The magnetic moment of nickel comes out nearly the same with all five functionals. For the cell size, the choice between PBEsol and the others matters, but the choice among PBE, revPBE and RPBE hardly does unless distances are needed to about 0.1 %. All five runs include the D4 dispersion correction, so the table ranks pairs of functional and correction, not the bare functionals.

GPAW 26.7.0 plane-wave PAW DFT with D4 dispersion and collinear spins, without spin–orbit coupling, for fcc Ni (one-atom primitive cell with edge a). Cells were relaxed with a 600 eV cutoff, a 13 × 13 × 13 k mesh and Fermi–Dirac smearing of 0.05 eV. Volume changes are relative to the common start cell of 10.49 Å³ per atom.

| functional | potentials | volume change (%) | relaxed length a (Å) | cell moment (μB) |
| --- | --- | --- | --- | --- |
| PBE | GPAW-PAW-data-sets-(gpaw-data-1.2.1) | 1.660 | 2.47080 | 0.630 |
| PBEsol | PAW-data-sets-made-by gpaw-setup-for-the-functional | -1.300 | 2.44660 | 0.630 |
| revPBE | GPAW-PAW-data-sets-(gpaw-data-1.2.1) | 1.350 | 2.46830 | 0.640 |
| RPBE | GPAW-PAW-data-sets-(gpaw-data-1.2.1) | 1.480 | 2.46940 | 0.640 |
| BLYP | PAW-data-sets-made-by gpaw-setup-for-the-functional | 2.510 | 2.47770 | 0.620 |

The relaxed lengths are distances between neighbouring nickel atoms; multiplied by $\sqrt{2}$ they give the edge of the usual cubic cell. PBEsol gives a distance 1.0 % shorter than PBE, and BLYP one 0.3 % longer. PBE, revPBE and RPBE agree within about 0.1 %. The volume change is counted from a common start cell that is itself smaller than the measured one, so a positive value does not mean that the relaxed cell is too large. All five relaxed cells are in fact too small, that of PBEsol by the most.

**Why the cells differ.** PBE, PBEsol, revPBE and RPBE differ mainly in how strongly they lower the energy where the electron density varies steeply. Pulling the atoms apart makes the density between them less even, so a strong gradient correction favours longer bonds. PBEsol has a weaker correction than PBE and is known for shorter bonds in solids. revPBE and RPBE have stronger ones and, without dispersion, are known to give larger metal cells than PBE.

Here they give slightly smaller cells than PBE, and the dispersion term is the likely reason. Its parameters are adjusted to each functional, and one that binds weakly usually receives more attraction. In these runs the dispersion energy is −0.46 eV per atom with PBE, −0.81 eV with revPBE and −0.92 eV with RPBE. The stronger pull plausibly more than cancels the extra bond length that the bare functionals would give. No run without D4 is available, so the contraction itself is not measured.

The depth of the dispersion energy does not fix the cell size by itself. RPBE has more of it than revPBE but a slightly larger cell, which dispersion alone would not explain. BLYP has nearly as much dispersion energy as RPBE, yet it gives the largest cell, in keeping with its known weak binding of transition metals. That weakness is usually traced to its correlation part, which is not exact for an even electron gas, the simplest model of a metal's mobile electrons. What counts is the balance between the functional's own bonding and the slope of the added attraction with distance.

That added attraction is doubtful in a metal. D4 is built from contributions of atoms and their neighbours, whereas the mobile electrons of nickel screen such forces collectively. PBE without dispersion is well known to come close to nickel's measured cell, so extra attraction tends to make the cell too small. BLYP with D4 also comes close, but probably because weak bonding and excess attraction offset each other, which is a poor reason to choose it.

**Which steps can be trusted.** A pressure error can be turned into a volume error with an effective stiffness $K$, the pressure released during relaxation divided by the relative change in volume. For PBE the pressure fell from 3.90 to 0.03 GPa while the volume grew by 1.66 %:

$$K=\frac{3.90-0.03}{0.0166}\ \text{GPa}\approx 233\ \text{GPa}.$$

An error of 1 GPa therefore shifts the volume by about $1/233$, or 0.43 %. The other rows give stiffnesses within about 5 % of the five-row mean, so the conversion is good enough for this purpose. It is a conversion made from the same runs, not an independent test of them; the printed output below gives it for each row.

This matters because the pressure itself may be off. The PBE and PBEsol runs report no such problem, but the makers of these data caution, from tests on other systems, that the pressure from the nickel data sets used in these two rows can differ from that of other codes. The size of the difference is not stated, and it was not tested in these runs, so what follows only shows how large an error would have to be to matter. One of only 0.7 GPa in the PBE run could close the gap between PBE and revPBE, if the revPBE run did not share it. Their data sets come from the same collection, so part of any error may be common to both. Closing the gap between PBE and PBEsol would take 7 GPa. The step from PBE to BLYP lies between, at about 2 GPa, and is less secure than the step to PBEsol because it is much smaller. PBEsol and BLYP both use separately generated data sets, which adds a further uncertainty to their steps from PBE.

**Why the moment hardly moves.** The unrounded moments span only 0.012 Bohr magnetons, about 2 % of their mean. In ferromagnetic nickel the d states of one spin are almost full, so the moment is set mainly by the number of empty d states of the other spin. Modest changes in bond length or functional barely alter that number. The values are also close to the measured moment of roughly 0.6 Bohr magnetons, but slightly above it. The small orbital part, absent here without spin–orbit coupling, is expected to add to the moment, so including it would not improve the agreement.

**What to use.** If interatomic distances are needed to about 1 %, PBE, revPBE and RPBE are interchangeable here, while PBEsol with D4 misses that limit: its distance is 1.0 % shorter than that of PBE, which is already too short. If 0.1 % is needed, as for a fine estimate of lattice mismatch in a coating, these runs do not settle the answer.

Cost gives little reason to prefer one row. All five functionals are of the same type, run with the same mesh and cutoff, and D4 normally adds little to the electronic calculation. Nor do the rows show how reliably each functional converges, because runs that failed or met a known fault of the program were left out. PBE is a sensible working choice, but its cell should first be relaxed again without D4. That run would measure the contraction for PBE, and a similar run with RPBE would test whether dispersion is what brings its cell below that of PBE.

Numerical output:

```
Cell size against the PBE row:
     row  cubic edge in angstrom  length against PBE in %  volume change against PBE in points
     PBE                   3.494                        0                                    0
  PBEsol                    3.46                  -0.9794                                -2.96
  revPBE                   3.491                  -0.1012                                -0.31
    RPBE                   3.492                 -0.05666                                -0.18
    BLYP                   3.504                   0.2793                                 0.85
Dispersion energy per atom:
     row  D4 energy in eV  D4 energy against PBE in eV  ratio to PBE
     PBE          -0.4633                            0             1
  PBEsol          -0.2739                       0.1893        0.5913
  revPBE          -0.8057                      -0.3424         1.739
    RPBE            -0.92                      -0.4567         1.986
    BLYP          -0.8931                      -0.4298         1.928
Pressure at the common start cell:
     row  start pressure in GPa  against PBE in GPa  effective stiffness in GPa
     PBE                  3.902                   0                       233.2
  PBEsol                 -3.102              -7.004                       240.1
  revPBE                  3.165             -0.7371                       232.9
    RPBE                  3.463             -0.4395                       232.2
    BLYP                  5.643                1.74                       221.9
Spread of volume change over all rows (percentage points): 3.81
Spread of Ni-Ni distance over all rows (%): 1.271
Spread of cubic edge over all rows (angstrom): 0.04398
Spread of volume change within PBE and revPBE and RPBE (percentage points): 0.31
Spread of Ni-Ni distance within PBE and revPBE and RPBE (%): 0.1013
Mean effective stiffness (GPa): 232.1
Volume shift caused by a pressure error of 1 GPa (%): 0.4309
Volume error from the largest residual pressure (%): 0.03169
Spread of unrounded moments (Bohr magneton): 0.01155
Spread of unrounded moments (% of their mean): 1.827
```
